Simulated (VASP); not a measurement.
Input of a VASP 6.6.1 run:

The input INCAR:

```
  PREC = Accurate
  ENCUT = 520
  EDIFF = 1E-6
  ISMEAR = -1
  SIGMA = 0.05
  LREAL = Auto
  LASPH = True
  NELM = 100
  ALGO = Fast
  ISIF = 2
  LWAVE = False
  LCHARG = False
  NBANDS = 70
```

The input KPOINTS:

```
regular mesh
0
Gamma
  2 2 2
```

Contents of POSCAR:

```
H4CN2O
1.0
    0.0000000000      5.6398400000      4.7358900000
    5.6398400000      0.0000000000      4.7358900000
    5.6398400000      5.6398400000      0.0000000000
H C N O
16 4 8 4
Direct
    0.4675628956      0.9403245342      0.2905082554
    0.4207310379      0.3368456795      0.4331584341
    0.7634492214      0.5851462908      0.3492241878
    0.3216934306      0.4190543486      0.8488894228
    0.6801473183      0.2395319817      0.8847729631
    0.0027780192      0.9629116400      0.7428814321
    0.2199346575      0.6773412506      0.1998112928
    1.0039281345      0.1169171554      0.1709988138
    0.8615721886      0.3450859053      0.8939740681
    0.7951558880      0.8444303355      0.8574973788
    0.4078575212      0.7408811531      0.9414360758
    0.9483262575      0.8630756121      0.2593853088
    0.2721576824      0.7454335201      0.4144752717
    0.7068082110      0.3589260016      0.2534317958
    0.5972035103      0.4348939413      0.5989474443
    0.3347777000      0.7185829144      0.7018651835
    0.4196696982      0.8836544921      0.1033947859
    0.0488412027      0.6106124586      0.8823376960
    0.8606617723      0.4665016542      0.5946986635
    0.6627045393      0.0582370366      0.4045243183
    0.3570500380      0.8821890490      0.2894044713
    0.5867058435      0.2596398275      0.4041378683
    0.7601657042      0.4671432071      0.5001714685
    0.2753509299      0.5770970788      0.7970021865
    0.7652698346      0.3460735454      0.8255554370
   -0.0470701107      0.8149933521      0.8329611998
    0.3637347931      0.7343481438      0.0959413679
    0.8927800749      0.0248299203      0.2306205890
    0.5539032412      0.0065827498      0.9296494837
    0.9702414060      0.4479925479      0.0026053414
    0.0272038701      0.5457824113      0.5056303947
    0.5518402343      0.9156980742      0.5056365736
```

Potentials or basis: VASP PAW LDA potentials, release 64 (H, C, N, O).

Run with:

```bash
$ cat potpaw_LDA.64/H/POTCAR potpaw_LDA.64/C/POTCAR potpaw_LDA.64/N/POTCAR potpaw_LDA.64/O/POTCAR > POTCAR
$ mpirun -np 1 vasp_std > vasp.out
```

(1) Estimate the pressure.

(2) Predict the band gap on the k mesh.

(3) Estimate the largest force.

Answers

(1) 0.0 GPa.

(2) 4.13 eV, indirect (least direct gap 4.27 eV).

(3) 7.056 eV/Å.

Caveat: the k mesh is coarse (spacing up to 0.51 Å⁻¹), so the values aren't converged; the standard files for N, O and F lose accuracy on very short bonds; forces of over 1 eV/Å show positions far from the minimum, so gaps and moduli don't describe the material at rest.
